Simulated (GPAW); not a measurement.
Ge:

```
CELL_PARAMETERS angstrom
1.48805 -2.59469 0.00000
1.48805 2.59469 0.00000
0.00000 0.00000 4.72760
ATOMIC_POSITIONS crystal
Ge 0.33345 0.66655 0.25000
Ge 0.66655 0.33345 0.75000
```

This isn't the form of Ge at room conditions, which is diamond.

Base run:

```yaml
Program: GPAW 26.7.0
Functional: PBEsol
Potentials_or_basis: PAW data sets generated in the run's folder for this functional
Cutoff: 600 eV
Basis: pw
k_mesh: 10 × 10 × 6
Occupations: fermi-dirac, width 0.05 eV
Spin: spin-orbit coupling, no magnetisation
```

Its results: pressure 0.2 GPa.

Problem. The run is repeated on the same cell with these changes: functional from PBEsol to BLYP; spin from spin-orbit coupling, no magnetisation to collinear spin, ferrimagnetic start. What comes out?

Solution. Pressure 11.1 GPa; net moment 0.00 μB per cell.

Several settings changed at once, so the effect can't be laid on one alone.

Caveats: spin-orbit coupling was added after a scalar SCF, so levels and gaps hold it while energy, forces, pressure and moments don't (some runs).

Not every run made on this cell is shown here.
